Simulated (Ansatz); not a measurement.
**Work and stress of cleavage in AlNi**

Computed with DFT PBE, scalar-relativistic, plane waves, PAW in Ansatz 0.2.0. Cutoff 420 eV, Γ-centred 20×20×7 k-points, Gaussian smearing of 0.15 eV. No spin polarisation. A magnetic state may lie lower. Energies are free energies at this smearing, counted from the undisturbed cell; pressure is positive in compression.

The starting cell (relaxed at this level; it needn't be the usual structure):

```
Al Ni
1.0
     0.00000   -2.89308    0.00000
     0.00000    0.00000   -2.89308
     8.67925    0.00000    0.00000
Al Ni
3 3
Direct
  0.00000 0.00000 0.91665
  0.00000 0.00000 0.24998
  0.00000 0.00000 0.58332
  0.50000 0.50000 0.08332
  0.50000 0.50000 0.41665
  0.50000 0.50000 0.74998
```

The cut lies on the cell's a–b face, a (1 0 0) plane (indices in the standard cell, whose axes needn't be the Cartesian ones shown) of area 8.37 Å², between layers 1.45 Å apart. Vector c is lengthened by d along the normal with the atoms' Cartesian places fixed: one unrelaxed cut a cell. The traction is positive where the two halves pull on each other.

```csv
d (Å),energy (J/m²),traction (GPa)
-0.30,0.60,-45.9
-0.15,0.13,-18.3
0.00,0.00,0.0
0.25,0.24,17.1
0.50,0.77,24.4
0.75,1.41,26.1
1.00,2.05,24.7
1.50,3.14,18.4
2.00,3.89,11.9
3.00,4.59,3.3
4.50,4.77,0.2
6.00,4.78,0.0
```

Question: What are the work of separation and the cleavage stress, and do they fit the universal binding curve?

Answer: The energy levels off near W ≈ 4.78 J/m² (the traction is down to 0.0 GPa), the energy of the two unrelaxed faces, 2.39 J/m² each on average. The largest sampled traction is 26.1 GPa at d = 0.75 Å, and a parabola through it and its two neighbours peaks at σ_max ≈ 26.1 GPa, d ≈ 0.76 Å. The curve E = W[1 − (1 + d/ℓ)exp(−d/ℓ)] peaks in traction at d = ℓ with σ_max = W/(eℓ); with 1 J/m² per Å = 10 GPa this W and σ_max give ℓ = 0.67 Å. A parabola through that curve at the same three d peaks at 0.70 Å, against 0.76 Å here, a fair fit. Real crystals break at far lower stress, because cracks concentrate it, and on the plane of lowest W, which needn't be this one.

The cut is rigid; relaxing the faces lowers these energies and usually the stresses.

In a metal these slopes depend on the k mesh and the smearing.